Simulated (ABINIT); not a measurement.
The system is Pt.

```
CELL_PARAMETERS angstrom
0.00000 1.96090 1.96090
1.96090 0.00000 1.96090
1.96090 1.96090 0.00000
ATOMIC_POSITIONS crystal
Pt 0.00000 0.00000 0.00000
```

Base run:

```yaml
Program: ABINIT 10.8.3 (patched build)
Functional: rPW86PBE
Potentials_or_basis: JTH PAW PBE v2.0
Cutoff: 435 eV
k_mesh: 12 × 12 × 12
Occupations: fermi-dirac, width 0.05 eV
Spin: no spin polarisation
```

Its results: band gap on the k mesh none (metal or under the smearing width); pressure 26.2 GPa.

After a change of settings the same cell gave: band gap on the k mesh none (metal or under the smearing width); pressure 3.8 GPa. Which change was it?
A. functional from rPW86PBE to PBE; potentials or basis from JTH PAW PBE v2.0 to SG15 NC PBE v1.2; cutoff from 435 eV to 1143 eV; valence electrons from 10 to 18
B. functional from rPW86PBE to HCTH407
C. functional from rPW86PBE to revPBE; spin from no spin polarisation to spin-orbit coupling, no magnetisation
D. functional from rPW86PBE to AM05; spin from no spin polarisation to spin-orbit coupling, no magnetisation

B.

Caveats: so large a pressure means that the cell lies far from this level's equilibrium, or that cutoff or potentials fall short (some runs); the potentials were made for another functional, which shifts forces and pressure (some runs); the PAW data sets were made with another functional, which shifts forces and pressure a little (some runs).

Not every run made on this cell is shown here.
